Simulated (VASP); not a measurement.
# Hf (Fm-3m) in VASP: a series of runs

The runs below take Hf through single point, with PBE.

All numbers are computed with VASP 6.6.1; they aren't measurements. Logs are shortened: lines on timing, memory, paths and dates and some standing lists are left out, and cuts for length are marked.

## Step 1: Starting point

It takes space group Fm-3m (No. 225, cubic). Conventional cell: a = 4.440 Å, b = 4.440 Å, c = 4.440 Å, α = 90.00°, β = 90.00°, γ = 90.00°. Hf (site symmetry m-3m) is surrounded by 12 Hf at 3.14 Å.

This isn't the form of Hf at room conditions, which is hcp.

## Step 2: Single point, PBE

Contents of INCAR:

```
  PREC = Accurate
  ENCUT = 520
  EDIFF = 1E-7
  ISMEAR = -1
  SIGMA = 0.05
  LREAL = F
  LASPH = T
  NELM = 100
  ALGO = Fast
  ISIF = 2
  LWAVE = F
  LCHARG = F
  GGA = PE
  NBANDS = 11
```

Contents of KPOINTS:

```
regular mesh
0
Gamma
  10 10 10
```

Contents of POSCAR:

```
Hf
1.0
    0.0000000000      2.2200000000      2.2200000000
    2.2200000000      0.0000000000      2.2200000000
    2.2200000000      2.2200000000      0.0000000000
Hf
1
Direct
    0.0000000000      0.0000000000      0.0000000000
```

Potentials or basis: VASP PAW PBE potentials, release 64 (Hf_pv).

The run is started by

```bash
> cat potpaw_PBE.64/Hf_pv/POTCAR > POTCAR
> mpirun -np 1 vasp_std > vasp.out
```

OUTCAR:

```text
PREC = Accurate
   ENCUT = 520
   EDIFF = 1E-7
   ISMEAR = -1
   LREAL = F
   LASPH = T
   NELM = 100
   ISIF = 2
   GGA = PE

 ion  position               nearest neighbor table
   1  0.000  0.000  0.000-

  LATTYP: Found a face centered cubic cell.
 ALAT       =     4.4400000000

  Lattice vectors:

 A1 = (   0.0000000000,   2.2200000000,   2.2200000000)
 A2 = (   2.2200000000,   0.0000000000,   2.2200000000)
 A3 = (   2.2200000000,   2.2200000000,   0.0000000000)

Analysis of symmetry for initial positions (statically):
=====================================================================
 Subroutine PRICEL returns:
 Original cell was already a primitive cell.

 Routine SETGRP: Setting up the symmetry group for a
 face centered cubic supercell.

 Subroutine GETGRP returns: Found 48 space group operations
 (whereof 48 operations were pure point group operations)
 out of a pool of 48 trial point group operations.

The static configuration has the point symmetry O_h .

Analysis of symmetry for dynamics (positions and initial velocities):
=====================================================================
 Subroutine PRICEL returns:
 Original cell was already a primitive cell.

 Routine SETGRP: Setting up the symmetry group for a
 face centered cubic supercell.

 Subroutine GETGRP returns: Found 48 space group operations
 (whereof 48 operations were pure point group operations)
 out of a pool of 48 trial point group operations.

The dynamic configuration has the point symmetry O_h .

 Subroutine INISYM returns: Found 48 space group operations
 (whereof 48 operations are pure point group operations),
 and found     1 'primitive' translations

----------------------------------------------------------------------------------------

                                     Primitive cell

  volume of cell :      21.8821

  direct lattice vectors                    reciprocal lattice vectors
     0.000000000  2.220000000  2.220000000    -0.225225225  0.225225225  0.225225225
     2.220000000  0.000000000  2.220000000     0.225225225 -0.225225225  0.225225225
     2.220000000  2.220000000  0.000000000     0.225225225  0.225225225 -0.225225225

  length of vectors
     3.139554108  3.139554108  3.139554108     0.390101533  0.390101533  0.390101533

  position of ions in fractional coordinates (direct lattice)
     0.000000000  0.000000000  0.000000000

  ion indices of the primitive-cell ions
   primitive index   ion index
                 1           1

----------------------------------------------------------------------------------------

 KPOINTS: regular mesh

Automatic generation of k-mesh.
 Grid dimensions read from file:
 generate k-points for:   10   10   10

 Generating k-lattice:

  Cartesian coordinates                     Fractional coordinates (reciprocal lattice)
    -0.022522523  0.022522523  0.022522523     0.100000000  0.000000000  0.000000000
     0.022522523 -0.022522523  0.022522523     0.000000000  0.100000000  0.000000000
     0.022522523  0.022522523 -0.022522523     0.000000000  0.000000000  0.100000000

  Length of vectors
     0.039010153  0.039010153  0.039010153

  Shift w.r.t. Gamma in fractional coordinates (k-lattice)
     0.000000000  0.000000000  0.000000000

 Subroutine IBZKPT returns following result:
 ===========================================

 Found     47 irreducible k-points:

 Following reciprocal coordinates:
            Coordinates               Weight
  0.000000  0.000000  0.000000      1.000000
  0.100000  0.000000  0.000000      8.000000
  0.200000  0.000000  0.000000      8.000000
  0.300000  0.000000  0.000000      8.000000
  0.400000  0.000000  0.000000      8.000000
  0.500000  0.000000  0.000000      4.000000
[... 16 lines left out ...]
  0.300000  0.300000  0.000000      6.000000
  0.400000  0.300000  0.000000     24.000000
 [... further k-points ...]
   k-points           NKPTS =     47   k-points in BZ     NKDIM =     47   number of bands    NBANDS=     11
   number of dos      NEDOS =    301   number of ions     NIONS =      1
   total plane-waves  NPLWV =  13824
   dimension x,y,z NGX =    24 NGY =   24 NGZ =   24
   dimension x,y,z NGXF=    48 NGYF=   48 NGZF=   48
   ions per type =               1
   NGX,Y,Z   is equivalent  to a cutoff of  12.71, 12.71, 12.71 a.u.
   NGXF,Y,Z  is equivalent  to a cutoff of  25.42, 25.42, 25.42 a.u.
 SYSTEM =  unknown system
   PREC   = accura    normal or accurate (medium, high low for compatibility)
   ISTART =      0    job   : 0-new  1-cont  2-samecut
   ICHARG =      2    charge: 1-file 2-atom 10-const
   ISPIN  =      1    spin polarized calculation?
   LNONCOLLINEAR =      F non collinear calculations
   LSORBIT =      F    spin-orbit coupling
   LASPH  =      T    aspherical Exc in radial PAW
   ENCUT  =  520.0 eV  38.22 Ry    6.18 a.u.   5.84  5.84  5.84*2*pi/ulx,y,z
   NELM   =    100;   NELMIN=  2; NELMDL= -5     # of ELM steps
   EDIFF  = 0.1E-06   stopping-criterion for ELM
   LREAL  =      F    real-space projection
   EDIFFG = 0.1E-05   stopping-criterion for IOM
   NSW    =      0    number of steps for IOM
   IBRION =     -1    ionic relax: 0-MD 1-quasi-New 2-CG
   NFREE  =      0    steps in history (QN), initial steepest desc. (CG)
   ISIF   =      2    stress and relaxation
   ISYM   =      2    0-nonsym 1-usesym 2-fastsym
   POTIM  = 0.5000    time-step for ionic-motion
   TEBEG  =    0.0;   TEEND  =   0.0 temperature during run
   PSTRESS=    0.0 pullay stress
   NELECT =      10.0000    total number of electrons
   NUPDOWN=      -1.0000    fix difference up-down
   EMIN   =  10.00;   EMAX   =-10.00  energy-range for DOS
   EFERMI =   0.00;   METHOD = LEGACY
   ISMEAR =    -1;   SIGMA  =   0.05  broadening in eV -4-tet -1-fermi 0-gaus
   EFERMI_NEDOS =   21; number of points for ismear=-14 and -15
   IALGO  =     68    algorithm
   IMIX   =      4    mixing-type and parameters
     AMIX     =   0.40;   BMIX     =  1.00
     AMIX_MAG =   1.60;   BMIX_MAG =  1.00
  volume/ion in A,a.u.               =      21.88       147.67
  Fermi-wavevector in a.u.,A,eV,Ry     =   1.260991  2.382927 21.634588  1.590097
  Thomas-Fermi vector in A             =   2.394472
   LORBIT       =      0    0 simple, 1 ext, 2 COOP (PROOUT), +10 PAW based schemes
   GGA     = PE    functional components
   LHFCALC =     F    Hartree Fock is set to
   AEXX    =    0.0000 exact exchange contribution
   IVDW    =     0    specifies the selected vdW correction
   LEPSILON=     F    determine dielectric tensor
   LRPA    =     F    only Hartree local field effects (RPA)
 non-spin polarized calculation
 RMM-DIIS sequential band-by-band and
  energy-cutoff  :      520.00
  volume of cell :       21.88
 maximum number of plane-waves:       609
   NGX = 11   NGY = 11   NGZ = 11

 number of electron      10.0000000 magnetization

 Free energy of the ion-electron system (eV)
  ---------------------------------------------------
  ext. energy  EPLUGINS =         0.00000000
  ---------------------------------------------------
  free energy    TOTEN  =        -9.85546855 eV

  energy without entropy =       -9.84446438  energy(sigma->0) =       -9.84996646

 E-fermi :   4.9051     XC(G=0): -11.3853

 val. band max:        4.8825193436   @ k =   0.3000   0.0000   0.0000
 cond. band min:       4.9268207282   @ k =  -0.2000   0.1000   0.0000
 fundamental gap:      0.0443013846
 Fermi energy:         4.9050755969

 k-point     1 :       0.0000    0.0000    0.0000
  band No.  band energies     occupation
      1     -25.0288      2.00000
      2     -25.0288      2.00000
      3     -25.0288      2.00000
      4      -2.3900      2.00000
      5       6.3139      0.00000
      6       6.3139      0.00000
      7       6.3139      0.00000
      8       9.1841      0.00000
      9       9.1841      0.00000
     10      16.2880      0.00000
     11      18.0494      0.00000

 k-point     2 :       0.1000    0.0000    0.0000
  band No.  band energies     occupation
      1     -25.1180      2.00000
      2     -25.0400      2.00000
      3     -25.0400      2.00000
      4      -2.0353      2.00000
      5       5.9661      0.00000
      6       6.4767      0.00000
      7       6.4767      0.00000
      8       9.0116      0.00000
      9       9.0116      0.00000
     10      17.0501      0.00000
     11      19.2636      0.00000

 k-point     3 :       0.2000    0.0000    0.0000
  band No.  band energies     occupation
      1     -25.3452      2.00000
      2     -25.0693      2.00000
      3     -25.0693      2.00000
      4      -1.0761      2.00000
      5       5.2853      0.00100
      6       6.7120      0.00000
      7       6.7120      0.00000
      8       8.9223      0.00000
      9       8.9223      0.00000
     10      17.0789      0.00000
     11      19.2443      0.00000

 k-point     4 :       0.3000    0.0000    0.0000
  band No.  band energies     occupation
      1     -25.6150      2.00000
      2     -25.1052      2.00000
      3     -25.1052      2.00000
      4       0.1309      2.00000
      5       4.8825      1.22181
      6       6.5367      0.00000
      7       6.5367      0.00000
      8       9.6277      0.00000
      9       9.6277      0.00000
     10      15.7188      0.00000
     11      19.2865      0.00000
[... 239 lines left out ...]
 k-point    22 :      -0.2000    0.2000    0.0000
  band No.  band energies     occupation
      1     -25.5719      2.00000
      2     -25.2739      2.00000
      3     -25.1008      2.00000
      4       0.7626      2.00000
      5       4.5817      1.99690
      6       5.7364      0.00000
      7       7.5107      0.00000
      8       7.9733      0.00000
      9      11.2443      0.00000
     10      17.2849      0.00000
     11      18.0677      0.00000

 k-point    23 :       0.3000    0.3000    0.0000
  band No.  band energies     occupation
      1     -25.5868      2.00000
      2     -25.2359      2.00000
      3     -25.2359      2.00000
      4       0.8863      2.00000
      5       3.6275      2.00000
      6       5.9920      0.00000
      7       8.8053      0.00000
      8       8.8053      0.00000
      9      10.5045      0.00000
     10      18.0675      0.00000
     11      19.6751      0.00000

 k-point    24 :       0.4000    0.3000    0.0000
  band No.  band energies     occupation
      1     -25.6989      2.00000
      2     -25.2993      2.00000
      3     -25.2708      2.00000
      4       1.5617      2.00000
      5       3.3492      2.00000
      6       5.7714      0.00000
      7       9.0720      0.00000
      8      10.0947      0.00000
      9      11.2148      0.00000
     10      16.8478      0.00000
     11      18.5161      0.00000

 [... further k-points ...]

------------------------ aborting loop because EDIFF is reached ----------------------------------------

  FORCE on cell =-STRESS in cart. coord.  units (eV):
  Direction    XX          YY          ZZ          XY          YZ          ZX
  --------------------------------------------------------------------------------------
  -------------------------------------------------------------------------------------
  Total        0.3574347      0.3574347      0.3574347     -0.0000000     -0.0000000      0.0000000
  in kB       26.1708796     26.1708796     26.1708796     -0.0000000     -0.0000000      0.0000000
  external PRESSURE =      26.1708796 kB  Pullay stress =       0.0000000 kB

 VOLUME and BASIS-vectors are now :
 -----------------------------------------------------------------------------
  energy-cutoff  :      520.00
  volume of cell :       21.88
      direct lattice vectors                 reciprocal lattice vectors
     0.000000000  2.220000000  2.220000000    -0.225225225  0.225225225  0.225225225
     2.220000000  0.000000000  2.220000000     0.225225225 -0.225225225  0.225225225
     2.220000000  2.220000000  0.000000000     0.225225225  0.225225225 -0.225225225

 POSITION                                       TOTAL-FORCE (eV/Angst)
 -----------------------------------------------------------------------------------
      0.00000      0.00000      0.00000         0.000000      0.000000      0.000000
 -----------------------------------------------------------------------------------
    total drift:                                0.000000      0.000000     -0.000000

  FREE ENERGIE OF THE ION-ELECTRON SYSTEM (eV)
  ---------------------------------------------------
  free  energy   TOTEN  =        -9.8554685486 eV

  energy  without entropy=       -9.8444643757  energy(sigma->0) =       -9.84996646
```

Run time: 6.5 s. Hardware: 1 thread of Intel Xeon Platinum 8488C (Sapphire Rapids), shared host; peak memory 0.14 GiB.

What came out:

* Free energy: -9.8555 eV
* Pressure: 2.6 GPa
* Band gap on the k mesh: none (metal or under the smearing width)

Levels at points of the mesh, in eV from the Fermi level:
```tsv
k point	band 3	band 4	band 5	band 6	band 7	band 8
(0.00, 0.00, 0.00)	-29.93	-7.30	1.41	1.41	1.41	4.28
(0.50, 0.00, 0.00)	-30.05	-3.70	0.64	1.18	1.18	6.46
(0.50, 0.50, 0.00)	-30.25	-3.36	-2.21	2.63	6.47	7.10
```

## Step 3: Single point, PBE (volume scaled by 1.06)

Contents of INCAR:

```
PREC = Accurate
ENCUT = 520
EDIFF = 1E-6
ISMEAR = -1
SIGMA = 0.05
LREAL = F
LASPH = T
NELM = 100
ALGO = Normal
ISIF = 2
LWAVE = F
LCHARG = T
GGA = PE
LELF = T
LVHAR = T
NBANDS = 11
```

Contents of KPOINTS:

```
Automatic mesh
0
Gamma
  10 10 10
```

Contents of POSCAR:

```
Hf
1.0
    0.0000000000      2.2635404658      2.2635404658
    2.2635404658      0.0000000000      2.2635404658
    2.2635404658      2.2635404658      0.0000000000
Hf
1
Direct
    0.0000000000      0.0000000000      0.0000000000
```

Potentials or basis: VASP PAW PBE potentials, release 64 (Hf_pv).

The run is started by

```bash
> cat potpaw_PBE.64/Hf_pv/POTCAR > POTCAR
> mpirun -np 1 vasp_std > vasp.out
```

Run time: 5.2 s. Hardware: 1 thread of Intel Xeon Platinum 8488C (Sapphire Rapids), shared host; peak memory 0.14 GiB.

It converged, with:

| Property | Result |
| --- | --- |
| Free energy | -9.8517 eV |
| Pressure | -3.3 GPa |
| Band gap on the k mesh | none (metal or under the smearing width) |

Levels at points of the mesh, in eV from the Fermi level:
```
           k point  band 2  band 3  band 4  band 5  band 6  band 7  band 8  band 9
(0.00, 0.00, 0.00)  -30.14  -30.14   -7.09    1.39    1.39    1.39    4.05    4.05
(0.50, 0.00, 0.00)  -30.24  -30.24   -3.53    0.47    1.18    1.18    6.06    6.06
(0.50, 0.50, 0.00)  -30.40  -30.40   -3.10   -2.00    2.34    6.07    6.65    6.65
```

The run has no spin-orbit coupling, so splittings on Hf are missing.
